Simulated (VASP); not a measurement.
C, 4 atoms in the cell. The structure is hexagonal, space group P6_3/mmc (No. 194). The conventional cell has a = 2.467 Å, b = 2.467 Å, c = 7.804 Å, α = 90.00°, β = 90.00°, γ = 120.00°. C (site symmetry -6m2) is surrounded by 3 C at 1.42 Å. Around C (site symmetry -6m2) lie 3 C at 1.42 Å. 

```yaml
Program: VASP 6.6.1
Task: relaxation of cell and atoms
Functional: PBE
Potentials_or_basis: VASP PAW PBE potentials, release 64 (C)
Cutoff: 600 eV
k_mesh: 12 × 12 × 4
Occupations: gaussian, width 0.03 eV
Spin: no spin polarisation
Further_INCAR_settings: ALGO = Normal; EDIFF = 1e-07; IBRION = 2; EDIFFG = -0.005; NSW = 90; ISIF = 3
```

Potentials or basis: VASP PAW PBE potentials, release 64 (C).

The run is started by

```sh
$ cat potpaw_PBE.64/C/POTCAR > POTCAR
$ mpirun -np 2 vasp_std > vasp.out
```

Hardware: 2 MPI ranks on Intel(R) Xeon(R) 6975P-C (Granite Rapids) (shared host).

Estimate the wall time of this run.

Wall time 27 s on 2 MPI ranks on Intel(R) Xeon(R) 6975P-C (Granite Rapids), on a shared host, peak memory 0.16 GiB a rank. Counts: scf iterations 36, k points 57, ion steps 6.
